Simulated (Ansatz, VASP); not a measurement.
AgBr in VASP and in Ansatz

INCAR

```
ALGO = Fast ; EDIFF = 1E-6
EDIFFG = -0.005 ; ENCUT = 600
GGA = PS ; IBRION = 2
ISIF = 3 ; ISMEAR = 0
LASPH = True ; LCHARG = False
LREAL = False ; LWAVE = False
NELM = 100 ; NSW = 70
PREC = Accurate ; SIGMA = 0.02
```

KPOINTS

```
k-points
0
Gamma
  8 8 8
```

Contents of POSCAR:

```
AgBr
1.0
    0.0000000000      2.9216612883      2.9216612883
    2.9216612883      0.0000000000      2.9216612883
    2.9216612883      2.9216612883      0.0000000000
Ag Br
1 1
Direct
    0.0000000000      0.0000000000      0.0000000000
    0.5000000000      0.5000000000      0.5000000000
```

Input for Ansatz:

```yaml
crystal:
  lattice:
    - [0.0, 2.9216612883, 2.9216612883]
    - [2.9216612883, 0.0, 2.9216612883]
    - [2.9216612883, 2.9216612883, 0.0]
  atoms:
    - { symbol: Ag, position: [0.0, 0.0, 0.0] }
    - { symbol: Br, position: [0.5, 0.5, 0.5] }
basis:
  ecutwfc: 420
kpoints:
  mp_grid: { grid: [8, 8, 8] }
hamiltonian:
  xc: pbesol
scf:
  occupations: { method: gaussian, width: 0.02 }
output:
  forces: true
  stress: true
  eigenvalues: true
relax:
  adjacent_minimum: "off"
  f_tol: 0.005
  max_steps: 50
  cell: { stress_tol: 0.05 }
```

Alike in both runs: task relaxation of cell and atoms; functional PBEsol; k mesh 8 × 8 × 8; occupations gaussian, width 0.02 eV; no spin polarisation.

|  | VASP | Ansatz |
| --- | --- | --- |
| version | VASP 6.6.1 | Ansatz 0.2.0 |
| potentials or method | VASP PAW PBE potentials, release 64 (Ag, Br) | scalar-relativistic, plane waves, PAW |
| plane-wave cutoff (eV) | 600 | 420 |
| valence electrons in the cell | 18 | 26 |

VASP gave:

| Property | Result |
| --- | --- |
| gap on the k mesh at the Fermi level, each at its own relaxed structure (eV) | 0.50 |
| relaxed volume (Å³/atom) | 22.83 |
| relaxed cell length with the largest relative difference (Å) | 4.012 |
| energy change over the relaxation (meV/atom) | -27 |

Problem. Estimate Ansatz's values.

Solution. gap on the k mesh at the Fermi level, each at its own relaxed structure (eV): 0.50; relaxed volume (Å³/atom): 22.84; relaxed cell length with the largest relative difference (Å): 4.012; energy change over the relaxation (meV/atom): -26.

The two sets of potentials don't hold the same shells in valence.

Caveats: the PAW data sets were made with another functional, which shifts forces and pressure a little (VASP). A k mesh can miss the band edges.
